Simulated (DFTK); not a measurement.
A run of DFTK 0.8.2 is set up as follows.

The input run.jl:

```julia
using DFTK
using PseudoPotentialData
using Unitful, UnitfulAtomic
using LinearAlgebra, Printf
include("save.jl")
disable_threading()

lines     = readlines("POSCAR")
lattice   = austrip(1u"Å") * parse(Float64, lines[2]) * hcat([parse.(Float64, split(l)) for l in lines[3:5]]...)
symbols   = vcat([fill(Symbol(s), parse(Int, n)) for (s, n) in zip(split(lines[6]), split(lines[7]))]...)
positions = [parse.(Float64, split(l)[1:3]) for l in lines[9:8+length(symbols)]]
pseudopotentials = Dict(:I => "I.upf")
elements = Dict(s => ElementPsp(s, pseudopotentials; rcut=10.0) for s in unique(symbols))
atoms    = [elements[s] for s in symbols]

build_model(lattice, positions; symmetries=true) =
    model_DFT(lattice, atoms, positions;
              functionals=[:gga_x_rpbe, :gga_c_pbe],
              temperature=austrip(0.05u"eV"),
              smearing=Smearing.FermiDirac(),
              symmetries)
Ecut  = 30.0  # hartree
kgrid = [5, 5, 5]
tol   = 1e-6
to_GPa = ustrip(uconvert(u"GPa", 1u"hartree/bohr^3"))

results["points"] = []
for scale in [0.94, 0.96, 0.98, 1.0, 1.02, 1.04, 1.06]
    println("\n=== scale = ", scale)
    model = build_model(cbrt(scale) * lattice, positions)
    basis = PlaneWaveBasis(model; Ecut, kgrid)
    t0 = time()
    scfres = self_consistent_field(basis;
                                   tol,
                                   nbandsalg=AdaptiveBands(model; n_bands_converge=8))
    seconds = time() - t0
    @printf "SCF: %d iterations, %.1f s\n" scfres.n_iter seconds
    forces = compute_forces_cart(scfres)
    stress = compute_stresses_cart(scfres)
    @printf "V = %.5f Å^3  F = %.8f Ha  max force = %.5f eV/Å  p = %.4f GPa\n" ustrip(auconvert(u"Å^3", model.unit_cell_volume)) scfres.energies.total ustrip(auconvert(u"eV/Å", maximum(norm, forces))) (-tr(stress) / 3 * to_GPa)
    push!(results["points"], save_scf!(scfres; forces, stress, d=Dict{String,Any}("seconds" => seconds, "n_matvec" => get(scfres, :n_matvec, 0))))
end

# third-order Birch-Murnaghan fit in x = V^(-2/3)
V = [0.94, 0.96, 0.98, 1.0, 1.02, 1.04, 1.06] * abs(det(lattice))
E = [p["total"] for p in results["points"]]
x = V .^ (-2 / 3)
c = [x .^ 0 x x .^ 2 x .^ 3] \ E
Δ = c[3]^2 - 3c[2] * c[4]
if Δ > 0
    x0 = (-c[3] + sqrt(Δ)) / 3c[4]
    B0 = 4 / 9 * x0^(7 / 2) * (2c[3] + 6c[4] * x0)
    @printf "V0 = %.4f Å^3  B0 = %.2f GPa\n" ustrip(auconvert(u"Å^3", x0^(-3 / 2))) B0 * to_GPa
end
```

Contents of POSCAR:

```
I
1.0
    0.0000000000      2.3656004428      3.9098401324
    2.1922454667      0.0000000000      3.9098401324
    2.1922454667      2.3656004428      0.0000000000
I
1
Direct
    0.0000000000      0.0000000000      0.0000000000
```

Potentials or basis: SPMS 1.0 (PBE).

Launch:

```console
$ julia --threads=1 run.jl  # save.jl only writes the numbers to a file and isn't shown; printed stress counts tension as positive; times include loading and compiling
```

Problem. Estimate the equilibrium volume.

Solution. 43.78 Å³/atom (rough: see the caveat).

Problem. Predict the bulk modulus at fixed shape and positions.

Solution. 18.2 GPa (rough).

Energy against volume, from the lowest point:
| volume (Å³/atom) | energy (meV/atom) |
| --- | --- |
| 38.120 | 55.29 |
| 38.931 | 38.53 |
| 39.742 | 25.28 |
| 40.553 | 15.13 |
| 41.364 | 7.74 |
| 42.175 | 2.78 |
| 42.986 | 0.00 |

Caveat: the k mesh is coarse (spacing up to 0.42 Å⁻¹), so the values aren't converged; the minimum lies outside the volumes run; the cell was scaled at fixed shape and fractional positions, which overstates the stiffness of a crystal with free parameters, most of all of layers and chains; the potentials were made for another functional, which shifts forces and pressure. Spin-orbit coupling is left out, which matters for the levels of I.
